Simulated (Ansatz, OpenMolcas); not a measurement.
# Errors in the dipole moment

10 molecules; the dipole moment in D, computed less measured. Shapes, held fixed at every level: PBE0-D4/def2-TZVP. No vibrational averaging. Dipoles are compared by magnitude; molecules under 1 D, whose direction can flip, are left out. Programs: Ansatz 0.2.0, OpenMolcas 26.06. Measured values: NIST CCCBDB.

Levels: A = HF/cc-pVDZ; B = M06-L/cc-pVDZ; C = B3LYP-D4/def2-TZVPP.

```
                      molecule  measured      A      B      C
       AsF3 (SMILES F[As](F)F)      2.59  +0.44  -0.05  -0.06
 C2F3N (cyanotrifluoromethane)      1.33  -0.12  +0.09  +0.07
     C2H3ClO (acetyl chloride)      2.72  +0.33  +0.05  +0.06
C2H3F3 (1,1,1-trifluoroethane)      2.32  +0.20  -0.19  -0.03
  C2H4Cl2 (1,1-dichloroethane)      2.06  +0.26  +0.14  -0.04
        C2H6O (dimethyl ether)      1.30  +0.13  -0.17  -0.09
      C2H6S (dimethyl sulfide)      1.50  +0.14  +0.07  +0.02
      C3H5Cl (SMILES C/C=C/Cl)      1.97  +0.18  +0.04  -0.10
         C2H7N (dimethylamine)      1.03  -0.04  -0.18  -0.10
               C3H6O (acetone)      2.88  +0.28  -0.14  +0.11
```

Task: Sum up the errors.

Result: 
```
              level           kind  mean error  mean absolute error  worst case
         HF/cc-pVDZ   Hartree–Fock      +0.180                0.212        AsF3
      M06-L/cc-pVDZ       meta-GGA      -0.034                0.112      C2H3F3
B3LYP-D4/def2-TZVPP  global hybrid      -0.016                0.068       C3H6O
```

On this set B3LYP-D4/def2-TZVPP has the smallest mean absolute error and HF/cc-pVDZ the largest. HF/cc-pVDZ is too high in 8 of 10. The levels differ in basis as well as in method. The tabulated value of C2F3N is in doubt (older tables, estimates, or at odds with other calculations) and kept here. Over the 9 molecules whose values aren't doubted the mean absolute errors are A 0.222; B 0.114; C 0.068. Relativity is left out for As. The set is small.

Hartree–Fock and M06-L share a basis and geometries, so the gap between them reflects the treatment of the electrons. Hartree–Fock gives the larger dipole in every molecule but cyanotrifluoromethane. Without correlation, it makes polar bonds too ionic; correlation typically moves some charge back from the electronegative atom, as in the carbonyl group of acetone. The exception probably follows from geometry: the CF3 and CN groups pull charge in opposite directions, so the net moment depends on how far their changes cancel. This comparison between computed values doesn't depend on the experimental reference.

The small mean error of M06-L, -0.034 D, owes much to cancellation. Its dipoles are too large in all the molecules containing chlorine or sulfur, but too small in dimethyl ether, dimethylamine and acetone. The latter shortfall may partly reflect the lack of diffuse functions to describe the outer lone-pair density. Good dipoles alone wouldn't establish equally good polarisabilities, which depend on the density's response to a field.
